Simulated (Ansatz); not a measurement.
## Al: changing the dispersion correction

The cell as given:

```cif
data_structure
_symmetry_space_group_name_H-M 'Fm-3m'
_symmetry_Int_Tables_number 225
_cell_length_a 4.0496
_cell_length_b 4.0496
_cell_length_c 4.0496
_cell_angle_alpha 90.000
_cell_angle_beta 90.000
_cell_angle_gamma 90.000
_cell_volume 66.41
loop_
_atom_site_label
_atom_site_type_symbol
_atom_site_symmetry_multiplicity
_atom_site_Wyckoff_symbol
_atom_site_fract_x
_atom_site_fract_y
_atom_site_fract_z
_atom_site_occupancy
Al1 Al 4 a 0.00000 0.00000 0.00000 1
```

Kept alike: task relaxation of cell and atoms; functional PBEsol; k mesh 11 × 11 × 11; occupations fermi-dirac, width 0.05 eV; no spin polarisation. Program: Ansatz, Ansatz PAW, cutoff 420 eV. The mesh is that of the run's cell of 1 atom. No spin-orbit coupling.

| dispersion correction | volume (Å³/atom) |
| --- | --- |
| D3(BJ) | 15.594 |
| D3(BJ)-ATM | 15.658 |
| D4 | 15.845 |
| none | 16.209 |

The relaxations keep at least the cell's symmetry (Fm-3m). For a metal such a mesh leaves the last digits unconverged. Relaxations stop with a little pressure left, so the last digits of a volume or edge aren't settled. All rows use potentials made for PBE.

Task: What does the dispersion correction change here?

Result: The volume runs from 15.594 (D3(BJ)) to 16.209 Å³/atom (none). Against no correction: D3(BJ) -3.8 %; D3(BJ)-ATM -3.4 %; D4 -2.2 %. Dispersion terms mostly attract and so lower the volume; the schemes' coefficients and damping set how far. Measured: 16.6 Å³/atom at 298.15 K (COD entry, doi:10.1063/1.1698520); nearest none, 0.39 Å³/atom off. The runs are for a static lattice.

Every dispersion scheme contracts aluminium and moves the volume away from experiment, so the uncorrected PBEsol value of 16.209 Å³/atom is the best of the set. Cohesion here comes from delocalised s and p electrons, which the semilocal functional already describes well. Pairwise terms built from atomic polarisabilities fit such a metal poorly, because the itinerant electrons screen the fluctuating dipoles they assume. The added attraction is therefore probably too strong and partly counts binding that PBEsol already contains.

The three-body term recovers only a little of the D3(BJ) contraction. Its sign is as expected for a close-packed lattice, where compact triangles of atoms make this term repulsive, but it is no substitute for metallic screening. Zero-point and thermal expansion would enlarge all four volumes, which favours the uncorrected result further and would probably still leave D3(BJ) too dense. The comparison argues against adding these corrections to PBEsol for the volume of bulk aluminium, but not against their use for molecules adsorbed on its surface.
